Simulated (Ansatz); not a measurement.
Crystal: SnO2.

```
Sn O
1.0
    -3.24890    3.41447    3.41402
     3.24890   -3.41447    3.41402
     3.24890    3.41447   -3.41402
Sn O
4 8
Direct
  0.50000 0.00000 0.00000
  0.50000 0.50000 0.50000
  0.00360 0.75360 0.25000
  0.99640 0.24640 0.75000
  0.80650 0.80377 0.49728
  0.80650 0.30922 0.00272
  0.30244 0.24594 0.05649
  0.68944 0.24594 0.44350
  0.31056 0.75406 0.55649
  0.19350 0.69078 0.99728
  0.69756 0.75406 0.94351
  0.19350 0.19623 0.50272
```

The cell is a database's computed one.

- Program: Ansatz 0.2.0
- Task: relaxation of cell and atoms
- Functional: revPBE
- Dispersion: D3(BJ)
- Potentials or basis: Ansatz PAW
- Cutoff: 420 eV (not typed: the program's choice for these potentials)
- k mesh: 6 × 6 × 6
- Occupations: fermi-dirac, width 0.05 eV
- Spin: no spin polarisation

At the start: volume 12.62 Å³/atom.

**Question.** Where does the relaxation end?

**Answer.** It ends after 8 steps and the volume is 12.38 Å³/atom (-2.0 %); space group P4_2/mnm (No. 136, to 0.05 Å).

Step by step:
```csv
step,energy change (eV),largest force (eV/Å),volume (Å³)
1,0.0000,0.0595,151.49
2,-0.0466,0.0439,148.68
3,-0.0484,0.0294,148.58
4,-0.0485,0.0390,148.61
5,-0.0487,0.0005,148.61
6,-0.0357,0.0004,148.61
7,-0.0363,0.0002,148.50
8,-0.0360,0.0002,148.50
```

Final structure:
```yaml
crystal:
  lattice:
    - [-3.23173, 3.38939, 3.38939]
    - [3.23173, -3.38939, 3.38939]
    - [3.23173, 3.38939, -3.38939]
  atoms:
    - { symbol: Sn, position: [0.50000, 0.00000, 0.00000] }
    - { symbol: Sn, position: [0.50000, 0.50000, 0.50000] }
    - { symbol: Sn, position: [0.99999, 0.74999, 0.25000] }
    - { symbol: Sn, position: [0.00001, 0.25001, 0.75000] }
    - { symbol: O, position: [0.80602, 0.80603, 0.50001] }
    - { symbol: O, position: [0.80602, 0.30602, 0.99999] }
    - { symbol: O, position: [0.30603, 0.25001, 0.05602] }
    - { symbol: O, position: [0.69398, 0.25001, 0.44398] }
    - { symbol: O, position: [0.30602, 0.74999, 0.55602] }
    - { symbol: O, position: [0.19398, 0.69398, 0.00001] }
    - { symbol: O, position: [0.69397, 0.74999, 0.94398] }
    - { symbol: O, position: [0.19398, 0.19397, 0.49999] }
```

Caveat: the plane-wave basis is chosen anew once the cell has moved, so the energies of steps on either side of that aren't comparable; the pressure holds a Pulay correction of +0.8 GPa for the finite cutoff; the PAW data sets come from PBE, with cores solved anew for the run's functional, which leaves a small shift of forces and pressure.
